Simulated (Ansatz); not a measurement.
# Preparing GaN (P6_3mc) as a host crystal, part 2 of 2

Before any defect goes in: GaN (P6_3mc) at rest, and how it screens a charge.

Ansatz 0.2.0; plane-wave PAW DFT, PBEsol; relaxation of the host's cell and atoms; PAW set soft_1 (the session's first sound run).

So far. Step 3 (Dielectric tensors of the host): The principal values of the electronic dielectric tensor are 5.83, 5.83 and 6.02. The principal values of the static dielectric tensor are 10.10, 10.10 and 11.18.

## (4) Defect free supercell relaxed in its symmetry

This cell, the one that will hold the defects, is built from the relaxed host. Its coarser k-points can move the atoms a little, so it is relaxed from the symmetric sites, as the reference for the test of stability.

This step: plane-wave PAW DFT, PBEsol; relaxation of the defect-free supercell in its symmetry; PAW set soft_1 (Ansatz 0.2.0).

System of this step: GaN (P6_3mc). The cell holds 72 atoms: 36 Ga and 36 N. Its edges and angles: a = 9.549 Å, b = 9.549 Å, c = 10.371 Å, α = 90.0°, β = 90.0°, γ = 120.0°.

The input, pristine.symmetric/input.yaml:

```yaml
crystal:
  lattice:
    - [9.5485857167, 0.0, 0.0]
    - [-4.7742928584, 8.2693178009, 0.0]
    - [0.0, 0.0, 10.3709242658]
  atoms:
    - { symbol: Ga, position: [0.2222222222, 0.1111111111, 0.2495896211] }
    - { symbol: Ga, position: [0.1111111111, 0.2222222222, 0.4995896211] }
    - { symbol: "N", position: [0.2222222222, 0.1111111111, 0.4379103789] }
    - { symbol: "N", position: [0.1111111111, 0.2222222222, 0.1879103789] }
    - { symbol: Ga, position: [0.2222222222, 0.1111111111, 0.7495896211] }
    - { symbol: Ga, position: [0.1111111111, 0.2222222222, 0.9995896211] }
    - { symbol: "N", position: [0.2222222222, 0.1111111111, 0.9379103789] }
    - { symbol: "N", position: [0.1111111111, 0.2222222222, 0.6879103789] }
    - { symbol: Ga, position: [0.2222222222, 0.4444444444, 0.2495896211] }
    - { symbol: Ga, position: [0.1111111111, 0.5555555556, 0.4995896211] }
    - { symbol: "N", position: [0.2222222222, 0.4444444444, 0.4379103789] }
    - { symbol: "N", position: [0.1111111111, 0.5555555556, 0.1879103789] }
    - { symbol: Ga, position: [0.2222222222, 0.4444444444, 0.7495896211] }
    - { symbol: Ga, position: [0.1111111111, 0.5555555556, 0.9995896211] }
    - { symbol: "N", position: [0.2222222222, 0.4444444444, 0.9379103789] }
    - { symbol: "N", position: [0.1111111111, 0.5555555556, 0.6879103789] }
    - { symbol: Ga, position: [0.2222222222, 0.7777777778, 0.2495896211] }
    - { symbol: Ga, position: [0.1111111111, 0.8888888889, 0.4995896211] }
    - { symbol: "N", position: [0.2222222222, 0.7777777778, 0.4379103789] }
    - { symbol: "N", position: [0.1111111111, 0.8888888889, 0.1879103789] }
    - { symbol: Ga, position: [0.2222222222, 0.7777777778, 0.7495896211] }
    - { symbol: Ga, position: [0.1111111111, 0.8888888889, 0.9995896211] }
    - { symbol: "N", position: [0.2222222222, 0.7777777778, 0.9379103789] }
    - { symbol: "N", position: [0.1111111111, 0.8888888889, 0.6879103789] }
    - { symbol: Ga, position: [0.5555555556, 0.1111111111, 0.2495896211] }
    - { symbol: Ga, position: [0.4444444444, 0.2222222222, 0.4995896211] }
    - { symbol: "N", position: [0.5555555556, 0.1111111111, 0.4379103789] }
    - { symbol: "N", position: [0.4444444444, 0.2222222222, 0.1879103789] }
    - { symbol: Ga, position: [0.5555555556, 0.1111111111, 0.7495896211] }
    - { symbol: Ga, position: [0.4444444444, 0.2222222222, 0.9995896211] }
    - { symbol: "N", position: [0.5555555556, 0.1111111111, 0.9379103789] }
    - { symbol: "N", position: [0.4444444444, 0.2222222222, 0.6879103789] }
    - { symbol: Ga, position: [0.5555555556, 0.4444444444, 0.2495896211] }
    - { symbol: Ga, position: [0.4444444444, 0.5555555556, 0.4995896211] }
    - { symbol: "N", position: [0.5555555556, 0.4444444444, 0.4379103789] }
    - { symbol: "N", position: [0.4444444444, 0.5555555556, 0.1879103789] }
    - { symbol: Ga, position: [0.5555555556, 0.4444444444, 0.7495896211] }
    - { symbol: Ga, position: [0.4444444444, 0.5555555556, 0.9995896211] }
    - { symbol: "N", position: [0.5555555556, 0.4444444444, 0.9379103789] }
    - { symbol: "N", position: [0.4444444444, 0.5555555556, 0.6879103789] }
    - { symbol: Ga, position: [0.5555555556, 0.7777777778, 0.2495896211] }
    - { symbol: Ga, position: [0.4444444444, 0.8888888889, 0.4995896211] }
    - { symbol: "N", position: [0.5555555556, 0.7777777778, 0.4379103789] }
    - { symbol: "N", position: [0.4444444444, 0.8888888889, 0.1879103789] }
    - { symbol: Ga, position: [0.5555555556, 0.7777777778, 0.7495896211] }
    - { symbol: Ga, position: [0.4444444444, 0.8888888889, 0.9995896211] }
    - { symbol: "N", position: [0.5555555556, 0.7777777778, 0.9379103789] }
    - { symbol: "N", position: [0.4444444444, 0.8888888889, 0.6879103789] }
    - { symbol: Ga, position: [0.8888888889, 0.1111111111, 0.2495896211] }
    - { symbol: Ga, position: [0.7777777778, 0.2222222222, 0.4995896211] }
    - { symbol: "N", position: [0.8888888889, 0.1111111111, 0.4379103789] }
    - { symbol: "N", position: [0.7777777778, 0.2222222222, 0.1879103789] }
    - { symbol: Ga, position: [0.8888888889, 0.1111111111, 0.7495896211] }
    - { symbol: Ga, position: [0.7777777778, 0.2222222222, 0.9995896211] }
    - { symbol: "N", position: [0.8888888889, 0.1111111111, 0.9379103789] }
    - { symbol: "N", position: [0.7777777778, 0.2222222222, 0.6879103789] }
    - { symbol: Ga, position: [0.8888888889, 0.4444444444, 0.2495896211] }
    - { symbol: Ga, position: [0.7777777778, 0.5555555556, 0.4995896211] }
    - { symbol: "N", position: [0.8888888889, 0.4444444444, 0.4379103789] }
    - { symbol: "N", position: [0.7777777778, 0.5555555556, 0.1879103789] }
    - { symbol: Ga, position: [0.8888888889, 0.4444444444, 0.7495896211] }
    - { symbol: Ga, position: [0.7777777778, 0.5555555556, 0.9995896211] }
    - { symbol: "N", position: [0.8888888889, 0.4444444444, 0.9379103789] }
    - { symbol: "N", position: [0.7777777778, 0.5555555556, 0.6879103789] }
    - { symbol: Ga, position: [0.8888888889, 0.7777777778, 0.2495896211] }
    - { symbol: Ga, position: [0.7777777778, 0.8888888889, 0.4995896211] }
    - { symbol: "N", position: [0.8888888889, 0.7777777778, 0.4379103789] }
    - { symbol: "N", position: [0.7777777778, 0.8888888889, 0.1879103789] }
    - { symbol: Ga, position: [0.8888888889, 0.7777777778, 0.7495896211] }
    - { symbol: Ga, position: [0.7777777778, 0.8888888889, 0.9995896211] }
    - { symbol: "N", position: [0.8888888889, 0.7777777778, 0.9379103789] }
    - { symbol: "N", position: [0.7777777778, 0.8888888889, 0.6879103789] }
basis:
  ecutwfc: 420
  xc_grid: 2
hamiltonian:
  xc: pbesol
  pseudopotentials: { kind: paw, azcp: { folder: soft_1 }, xc_functional: pbe }
kpoints:
  mp_grid: { grid: [1, 1, 1] }
scf:
  occupations: { method: fermi_dirac, width: 0.01 }
  max_iter: 100
  lower_state_search: "off"
output:
  forces: true
relax:
  f_tol: 0.015
  max_steps: 60
  escape_saddle: false
checkpoint:
  write: "../pristine.symmetric.run"
  compress: false
  write_wavefunctions: false
  write_every: 100000
```

Run with:

```console
> ansatz run input.yaml --threads 32 --pin off --max-ram 84787MiB --backend cuda --events-out ev --progress --plain --runs-dir out --max-vram 78GiB
```

Numbers of over 12 decimals in the logs are rounded to 6 here.

The program printed:

```text
[...]
device memory: the entry about to start is reckoned to put 3.3 GiB on a device that reports 144.1 GiB free (of which the cap on the GPU budget leaves the run 78.0 GiB)
GPU FFT provider: cuFFT
GPU libraries: cuBLAS 13.8.1, cuFFT 12.4.0, cuSOLVER 12.3.2
GPU matrix products: emulated (plane waves: as basis.precision tells), large ones in fixed point in workspaces of 1.00 GiB
Crystal: 72 atoms, lattice volume = 818.891 Å³
Basis set: ecut = 420 eV, 15995 PW (Γ), exchange–correlation on 128×128×144 points (8 copies of the dense FFT grid, shifted against one another)
Bands: 396, of which v1, the nominal top of the filled ones, is band 324 counted from 1 (323 counted from 0)
Symmetry: 216 space group operations
[...]
k-points: 1
[...]
GPU buffer pool allocated for 294912 grid points (all kernels)
GPU transforms: local potential and band sums: pruned to the plane-wave sphere, on 64×64×72
[...]
SCF iter   1: F=—  HF=-148439.882435 eV  |Δ(HF+E_count)|=         —  Δρ=1.07e-1  dr2=8.15e1  Hψ=1221
[...]
SCF iter   9: F=-148417.012370 eV  HF=-148417.012370 eV  |Δ(HF+E_count)|=   2.76e-6  Δρ=2.22e-6  dr2=3.93e-8  Hψ=1048
SCF 1 converged in 9 iterations: F = -148417.012370 eV  dr2 = 3.93e-8
[...]
relax step   1: F+E_penalty+E_count = -148417.01236979 eV  Δ(F+E_penalty+E_count) = +0.000e0 eV  max|allowed force component| = 1.398e-2 eV/Å  Δτ_max = 0.0000 Å  (9 SCF iters, dr2 threshold 5.63e-6 eV, accepted)
[...]
SCF iter   3: F=-148417.012370 eV  HF=-148417.012370 eV  |Δ(HF+E_count)|=   1.01e-8  Δρ=6.13e-7  dr2=2.63e-9  Hψ=1226
SCF 2 converged in 3 iterations: F = -148417.012370 eV  dr2 = 2.63e-9
relax step   2: F+E_penalty+E_count = -148417.01237002 eV  Δ(F+E_penalty+E_count) = -2.337e-7 eV  max|allowed force component| = 1.398e-2 eV/Å  Δτ_max = 0.0000 Å  (3 SCF iters, accepted)
SCF converged after 3 iterations
Free energy (F): -148417.012370 eV
[...]
Internal energy: -148417.012370 eV  (E = F + TS)
E sigma→0 (E₀):  -148417.012370 eV
Fermi energy:    10.619371 eV
[...]
--- Forces (eV/Å), atoms counted from 1 ---
  atom   1  Ga     0.00000000     0.00000000     0.01397972
  atom   2  Ga    -0.00000000     0.00000000     0.01397972
  atom   3  N     -0.00000000    -0.00000000    -0.01397598
  atom   4  N      0.00000000     0.00000000    -0.01397598
  atom   5  Ga     0.00000000    -0.00000000     0.01397972
  atom   6  Ga    -0.00000000     0.00000000     0.01397972
  [... 66 more lines of this table ...]
  max |Σ_I F_I| component: 1.35e-4 eV/Å
--- Relaxed structure (2 steps of the walk, 2 accepted, 0 SCFs on fresh bases) ---
  F+E_penalty+E_count = -148417.01237002 eV   max|allowed force component| = 1.398e-2 eV/Å
  atoms:
    - { symbol: Ga, position: [0.222222, 0.111111, 0.249590] }
    - { symbol: Ga, position: [0.111111, 0.222222, 0.499590] }
    - { symbol: N, position: [0.222222, 0.111111, 0.437910] }
    - { symbol: N, position: [0.111111, 0.222222, 0.187910] }
    - { symbol: Ga, position: [0.222222, 0.111111, 0.749590] }
    - { symbol: Ga, position: [0.111111, 0.222222, 0.999590] }
  [... 66 more lines of this table ...]
```

Elapsed: 1.8 s, on 1 × NVIDIA GB200 with 32 threads of Arm Neoverse V2, shared host; peak memory 1.1 GiB; 4.4 s of CPU time.

No atom moved by 0.005 Å in the relaxation.

## (5) Defect free supercell relaxed from displaced atoms

This step: plane-wave PAW DFT, PBEsol; relaxation of the defect-free supercell from random displacements, a test of the host's stability; PAW set soft_1 (Ansatz 0.2.0).

pristine.rattled/input.yaml, as its differences from pristine.symmetric/input.yaml of step 4:

```diff
@@ -94,6 +94,6 @@
   f_tol: 0.015
-  max_steps: 60
-  escape_saddle: false
+  max_steps: 120
+  random_displacement: { amplitude: 0.06, seed: 3991 }
 checkpoint:
-  write: "../pristine.symmetric.run"
+  write: "../pristine.rattled.run"
   compress: false
```

The program printed:

```text
[...]
GPU FFT provider: cuFFT
GPU libraries: cuBLAS 13.8.1, cuFFT 12.4.0, cuSOLVER 12.3.2
[...]
Crystal: 72 atoms, lattice volume = 818.891 Å³
Basis set: ecut = 420 eV, 15995 PW (Γ), exchange–correlation on 128×128×144 points (8 copies of the dense FFT grid, shifted against one another)
Bands: 396, of which v1, the nominal top of the filled ones, is band 324 counted from 1 (323 counted from 0)
Symmetry: 1 space group operations
k-points: 1
[...]
GPU buffer pool allocated for 294912 grid points (all kernels)
[...]
SCF iter   1: F=—  HF=-148437.810473 eV  |Δ(HF+E_count)|=         —  Δρ=1.08e-1  dr2=8.27e1  Hψ=1221
[...]
SCF iter   9: F=-148414.658459 eV  HF=-148414.658459 eV  |Δ(HF+E_count)|=   1.36e-5  Δρ=1.40e-5  dr2=1.53e-6  Hψ=1351
SCF 1 converged in 9 iterations: F = -148414.658459 eV  dr2 = 1.53e-6
[...]
relax step   1: F+E_penalty+E_count = -148414.65845850 eV  Δ(F+E_penalty+E_count) = +0.000e0 eV  max|allowed force component| = 1.652e0 eV/Å  Δτ_max = 0.0000 Å  (9 SCF iters, dr2 threshold 5.63e-6 eV, accepted)
[...]
relax step   2: F+E_penalty+E_count = -148416.31651392 eV  Δ(F+E_penalty+E_count) = -1.658e0 eV  max|allowed force component| = 8.651e-1 eV/Å  Δτ_max = 0.0614 Å  (6 SCF iters, dr2 threshold 1.00e-4 eV, accepted)
relax step   3: F+E_penalty+E_count = -148417.01254838 eV  Δ(F+E_penalty+E_count) = -6.960e-1 eV  max|allowed force component| = 1.452e-2 eV/Å  Δτ_max = 0.0490 Å  (6 SCF iters, dr2 threshold 4.68e-5 eV, accepted)
[...]
SCF iter   4: F=-148417.012554 eV  HF=-148417.012554 eV  |Δ(HF+E_count)|=   2.80e-7  Δρ=2.69e-6  dr2=6.07e-8  Hψ=1365
SCF 4 converged in 4 iterations: F = -148417.012554 eV  dr2 = 6.07e-8
relax step   4: F+E_penalty+E_count = -148417.01255364 eV  Δ(F+E_penalty+E_count) = -5.264e-6 eV  max|allowed force component| = 1.435e-2 eV/Å  Δτ_max = 0.0000 Å  (4 SCF iters, accepted)
SCF converged after 4 iterations
Free energy (F): -148417.012554 eV
[...]
Internal energy: -148417.012554 eV  (E = F + TS)
E sigma→0 (E₀):  -148417.012554 eV
Fermi energy:    10.619868 eV
[...]
--- Forces (eV/Å), atoms counted from 1 ---
  atom   1  Ga    -0.00169835     0.00109410     0.00010179
  atom   2  Ga    -0.00262963    -0.00573968    -0.00503597
  atom   3  N      0.00243072     0.00052158     0.00113091
  atom   4  N      0.00310495    -0.00451132    -0.00053028
  atom   5  Ga    -0.00514766     0.00506599    -0.00178023
  atom   6  Ga    -0.00028215    -0.00243112    -0.00296328
  [... 66 more lines of this table ...]
  max |Σ_I F_I| component: 1.25e-4 eV/Å
--- Relaxed structure (4 steps of the walk, 4 accepted, 0 SCFs on fresh bases) ---
  F+E_penalty+E_count = -148417.01255364 eV   max|allowed force component| = 1.435e-2 eV/Å
  atoms:
    - { symbol: Ga, position: [0.221766, 0.110989, 0.249894] }
    - { symbol: Ga, position: [0.110686, 0.222123, 0.499949] }
    - { symbol: N, position: [0.221725, 0.110966, 0.438089] }
    - { symbol: N, position: [0.110658, 0.222124, 0.188100] }
    - { symbol: Ga, position: [0.221798, 0.110920, 0.749913] }
    - { symbol: Ga, position: [0.110673, 0.222097, 0.999904] }
  [... 66 more lines of this table ...]
```

Run time: 2.9 s. Hardware: 1 × NVIDIA GB200 with 32 threads; peak memory 0.97 GiB; 8.5 s of CPU time.

The steps of the relaxation:

| step | energy less that of the first step (eV) | largest force component (eV/Å) |
| --- | --- | --- |
| 1 | 0.0000 | 1.6524 |
| 2 | -1.6581 | 0.8651 |
| 3 | -2.3541 | 0.0145 |
| 4 | -2.3541 | 0.0143 |

The relaxation ends 33 meV an atom lower than the displaced start, with a largest force component of 0.014 eV/Å.

## (6) Host on a dense mesh

This step: plane-wave PAW DFT, PBEsol; single point of the defect-free host, a test of the k-point sampling; PAW set soft_1 (Ansatz 0.2.0).

System of this step: GaN (P6_3mc). Symmetry: P6_3mc, No. 186, hexagonal system. The conventional cell has a = 3.183 Å, b = 3.183 Å, c = 5.185 Å, α = 90.00°, β = 90.00°, γ = 120.00°. Ga has 4 N at 1.95 Å nearest. Nearest to N lie 4 Ga at 1.95 Å. Farther neighbours and most contacts between anions are not listed.

The input, dense/input.yaml:

```yaml
crystal:
  lattice:
    - [3.1828619056, 0.0, 0.0]
    - [-1.5914309528, 2.756439267, 0.0]
    - [0.0, 0.0, 5.1854621329]
  atoms:
    - { symbol: Ga, position: [0.6666666667, 0.3333333333, 0.4991792422] }
    - { symbol: Ga, position: [0.3333333333, 0.6666666667, 0.9991792422] }
    - { symbol: "N", position: [0.6666666667, 0.3333333333, 0.8758207578] }
    - { symbol: "N", position: [0.3333333333, 0.6666666667, 0.3758207578] }
basis:
  ecutwfc: 420
  xc_grid: 2
hamiltonian:
  xc: pbesol
  pseudopotentials: { kind: paw, azcp: { folder: soft_1 }, xc_functional: pbe }
kpoints:
  mp_grid: { grid: [10, 10, 6] }
scf:
  occupations: { method: fermi_dirac, width: 0.01 }
  max_iter: 100
  lower_state_search: "off"
checkpoint:
  write: "../dense.run"
  compress: false
  write_wavefunctions: false
  write_every: 100000
```

The program printed:

```text
[...]
GPU FFT provider: cuFFT
GPU libraries: cuBLAS 13.8.1, cuFFT 12.4.0, cuSOLVER 12.3.2
[...]
Crystal: 4 atoms, lattice volume = 45.494 Å³
Basis set: ecut = 420 eV, 893 PW (Γ), exchange–correlation on 48×48×72 points (8 copies of the dense FFT grid, shifted against one another)
Bands: 22, of which v1, the nominal top of the filled ones, is band 18 counted from 1 (17 counted from 0)
Symmetry: 12 space group operations
[...]
k-points: 56 of 600 (time reversal used)
[...]
GPU buffer pool allocated for 20736 grid points (all kernels)
[...]
SCF iter   1: F=—  HF=-8246.859912 eV  |Δ(HF+E_count)|=         —  Δρ=1.04e-1  dr2=4.20e0  Hψ=4966
[...]
SCF iter   9: F=-8245.700525 eV  HF=-8245.700525 eV  |Δ(HF+E_count)|=   1.40e-7  Δρ=2.11e-6  dr2=1.86e-9  Hψ=2812
SCF 1 converged in 9 iterations: F = -8245.700525 eV  dr2 = 1.86e-9
[...]
SCF converged after 9 iterations
Free energy (F): -8245.700525 eV
[...]
Internal energy: -8245.700525 eV  (E = F + TS)
E sigma→0 (E₀):  -8245.700525 eV
Fermi energy:    10.550312 eV
[...]
```

It took 1.2 s on 1 × NVIDIA GB200 with 32 threads; peak memory 0.97 GiB.

## (7) Defect free supercell at the zone centre

The supercell is run at the zone centre, to see how far that sampling misses the dense mesh.

System of this step: GaN (P6_3mc). The cell holds 72 atoms: 36 Ga and 36 N. Cell: a = 9.549 Å, b = 9.549 Å, c = 10.371 Å, α = 90.0°, β = 90.0°, γ = 120.0°.

pristine.sampling_gamma/input.yaml, as its differences from pristine.rattled/input.yaml of step 5:

```diff
@@ -90,10 +90,4 @@
   lower_state_search: "off"
-output:
-  forces: true
-relax:
-  f_tol: 0.015
-  max_steps: 120
-  random_displacement: { amplitude: 0.06, seed: 3991 }
 checkpoint:
-  write: "../pristine.rattled.run"
+  write: "../pristine.sampling_gamma.run"
   compress: false
```

The program printed:

```text
[...]
GPU FFT provider: cuFFT
GPU libraries: cuBLAS 13.8.1, cuFFT 12.4.0, cuSOLVER 12.3.2
[...]
Crystal: 72 atoms, lattice volume = 818.891 Å³
Basis set: ecut = 420 eV, 15995 PW (Γ), exchange–correlation on 128×128×144 points (8 copies of the dense FFT grid, shifted against one another)
Bands: 396, of which v1, the nominal top of the filled ones, is band 324 counted from 1 (323 counted from 0)
Symmetry: 216 space group operations
[...]
k-points: 1
[...]
GPU buffer pool allocated for 294912 grid points (all kernels)
[...]
SCF iter   1: F=—  HF=-148439.882435 eV  |Δ(HF+E_count)|=         —  Δρ=1.07e-1  dr2=8.15e1  Hψ=1221
[...]
SCF iter   5: F=—  HF=-148416.998609 eV  |Δ(HF+E_count)|=   2.32e-2  Δρ=2.66e-3  dr2=3.38e-2  Hψ=655
automatic band count: iteration 5 solves 375 bands in place of 396: the levels show a gap, and the empty bands left out lie too high to hold charge; the band table lists the bands solved (type scf.n_extra_bands for more)
SCF iter   6: F=—  HF=-148417.011987 eV  |Δ(HF+E_count)|=   1.34e-2  Δρ=8.45e-4  dr2=4.02e-3  Hψ=656
[...]
SCF iter  10: F=-148417.012370 eV  HF=-148417.012370 eV  |Δ(HF+E_count)|=   1.66e-8  Δρ=4.57e-7  dr2=1.32e-9  Hψ=1024
SCF 1 converged in 10 iterations: F = -148417.012370 eV  dr2 = 1.32e-9
[...]
SCF converged after 10 iterations
Free energy (F): -148417.012370 eV
[...]
Internal energy: -148417.012370 eV  (E = F + TS)
E sigma→0 (E₀):  -148417.012370 eV
Fermi energy:    10.619377 eV
[...]
```

Wall time 1.4 s (1 × NVIDIA GB200 with 32 threads); peak memory 0.97 GiB; 2.9 s of CPU time.

## (8) Defect free supercell at the quarter point

The supercell is run at one point off the zone centre, to see how far that sampling misses the dense mesh.

pristine.sampling_quarter/input.yaml, as its differences from pristine.sampling_gamma/input.yaml of step 7:

```diff
@@ -85,3 +85,3 @@
 kpoints:
-  mp_grid: { grid: [1, 1, 1] }
+  mp_grid: { grid: [1, 1, 1], shift: [0.25, 0.25, 0.25] }
 scf:
@@ -91,3 +91,3 @@
 checkpoint:
-  write: "../pristine.sampling_gamma.run"
+  write: "../pristine.sampling_quarter.run"
   compress: false
```

The program printed:

```text
[...]
GPU FFT provider: cuFFT
GPU libraries: cuBLAS 13.8.1, cuFFT 12.4.0, cuSOLVER 12.3.2
[...]
Crystal: 72 atoms, lattice volume = 818.891 Å³
Basis set: ecut = 420 eV, 15995 PW (Γ), exchange–correlation on 128×128×144 points (8 copies of the dense FFT grid, shifted against one another)
Bands: 396, of which v1, the nominal top of the filled ones, is band 324 counted from 1 (323 counted from 0)
Symmetry: 36 space group operations
k-points: 1
[...]
GPU buffer pool allocated for 294912 grid points (all kernels)
[...]
SCF iter   1: F=—  HF=-148444.620115 eV  |Δ(HF+E_count)|=         —  Δρ=1.03e-1  dr2=7.39e1  Hψ=1220
[...]
SCF iter  10: F=-148424.353303 eV  HF=-148424.353303 eV  |Δ(HF+E_count)|=   1.08e-8  Δρ=4.25e-7  dr2=1.07e-9  Hψ=1130
SCF 1 converged in 10 iterations: F = -148424.353303 eV  dr2 = 1.07e-9
[...]
SCF converged after 10 iterations
Free energy (F): -148424.353303 eV
[...]
Internal energy: -148424.353303 eV  (E = F + TS)
E sigma→0 (E₀):  -148424.353303 eV
Fermi energy:    11.116621 eV
[...]
```

It took 1.4 s on 1 × NVIDIA GB200 with 32 threads; peak memory 1.2 GiB; 3 s of CPU time.

## (9) What came out

* primitive cell vectors, lengths: 3.183, 3.183, 5.185 Å
* electronic dielectric constant: principal values (5.83, 5.83, 6.02)
* static dielectric constant: principal values (10.10, 10.10, 11.18)
* gap on the k-mesh of the response run (PBEsol): 1.88 eV
* supercell relaxed in its symmetry less the displaced and relaxed one: 0.000 eV
* energy an atom at the zone centre alone less that on the dense mesh: 0.078 eV
* energy an atom at one point at (¼, ¼, ¼) less that on the dense mesh: -0.024 eV

In words: Step 5: The energy fell by 2.354 eV from the randomly displaced start; the atoms end within 0.005 Å of the sites as typed, once the mean shift is taken out. The displaced cell ends within 0.01 eV of the symmetric one relaxed in its symmetry, so no lower structure shows in this supercell. The k-mesh can miss the band edges, so this gap is an upper bound at this level. All at zero temperature.

[Logs are printed without paths, hosts, clocks, repeated set-up lines and the standing remarks that a program may print on its own settings, such as how far it seeks lower states.]

[Hosts, paths, dates, database ids (printed as entryN), source tags and the programs' standing remarks are cut or masked in the printed files.]

[Runs of the host that timed out are not shown.]

[For some hosts the program warned that the k-mesh of the response run may be too coarse for force constants and the static dielectric constant; such warnings are not always shown.]

[The program warned that the k-mesh of a response run behind this text may be too coarse: force constants, and the static dielectric constant and all else formed from them, are not shown converged.]
